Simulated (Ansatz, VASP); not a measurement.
This is a calculation of ZnS (Wurtzite-2H) for Ansatz 0.2.0.

The input input.yaml:

```yaml
crystal:
  lattice:
    - [3.811, 0.0, 0.0]
    - [-1.9055, 3.3004228138, 0.0]
    - [0.0, 0.0, 6.234]
  atoms:
    - { symbol: Zn, position: [0.6666666667, 0.3333333333, 0.5] }
    - { symbol: Zn, position: [0.3333333333, 0.6666666667, 0.0] }
    - { symbol: S, position: [0.6666666667, 0.3333333333, 0.885] }
    - { symbol: S, position: [0.3333333333, 0.6666666667, 0.385] }
hamiltonian:
  xc: r2scan
  pseudopotentials: { kind: paw }
kpoints:
  mp_grid: { grid: [8, 8, 5] }
scf:
  occupations: { method: fermi_dirac, width: 0.05 }
output:
  forces: true
  stress: true
  eigenvalues: true
```

Potentials or basis: Ansatz PAW.

The run is started by

```console
$ ansatz run input.yaml --threads 1 --pin off --max-ram 3584MiB --backend cpu --events-out ev --progress --plain --runs-dir out
```

Problem. Translate it to VASP 6.6.1. Potentials there: VASP PAW PBE potentials, release 64 (Zn, S).

Solution. As run (the cutoff follows the program's own potentials):

INCAR

```
PREC = Accurate ; ENCUT = 520
EDIFF = 1E-6 ; ISMEAR = -1
SIGMA = 0.05 ; LREAL = False
LASPH = True ; NELM = 80
ALGO = Normal ; ISIF = 2
LWAVE = False ; LCHARG = False
METAGGA = R2SCAN ; LMIXTAU = True
NBANDS = 26
```

Contents of KPOINTS:

```
regular mesh
0
Gamma
  8 8 5
```

File POSCAR:

```
ZnS
1.0
    3.8110000000      0.0000000000      0.0000000000
   -1.9055000000      3.3004228138      0.0000000000
    0.0000000000      0.0000000000      6.2340000000
Zn S
2 2
Direct
    0.6666666667      0.3333333333      0.5000000000
    0.3333333333      0.6666666667      0.0000000000
    0.6666666667      0.3333333333      0.8850000000
    0.3333333333      0.6666666667      0.3850000000
```

Potentials or basis: VASP PAW PBE potentials, release 64 (Zn, S).

Run with:

```sh
$ cat potpaw_PBE.64/Zn/POTCAR potpaw_PBE.64/S/POTCAR > POTCAR
$ mpirun -np 1 vasp_std > vasp.out
```

Both were run:

|  | VASP | Ansatz | Ansatz less VASP |
| --- | --- | --- | --- |
| gap on the k mesh at the Fermi level (eV) | 2.83 | 2.82 | -0.009 |
| least direct gap on the mesh (eV) | 2.83 | 2.82 | -0.009 |
| pressure (GPa) | 0.2 | 0.1 | -0.06 |
| largest component of the traceless stress (GPa) | 1.28 | 1.27 | -0.010 |
| rms of the force components (eV/Å) | 0.184 | 0.183 | -0.0006 |

Atom by atom the forces differ by 0.001 eV/Å (rms over components). With one functional, cell and mesh, what is left measures potentials, basis and numerics.

Caveats: the PAW data sets were made with another functional, which shifts forces and pressure a little (VASP); odd divisions of the mesh miss points on the zone boundary, where band edges often lie, so the gap on the mesh can be too wide (Ansatz); the PAW data sets come from PBE, with cores solved anew for the run's functional, which leaves a small shift of forces and pressure (Ansatz). r2SCAN opens gaps a little over a GGA but as a rule still falls short of measured ones.
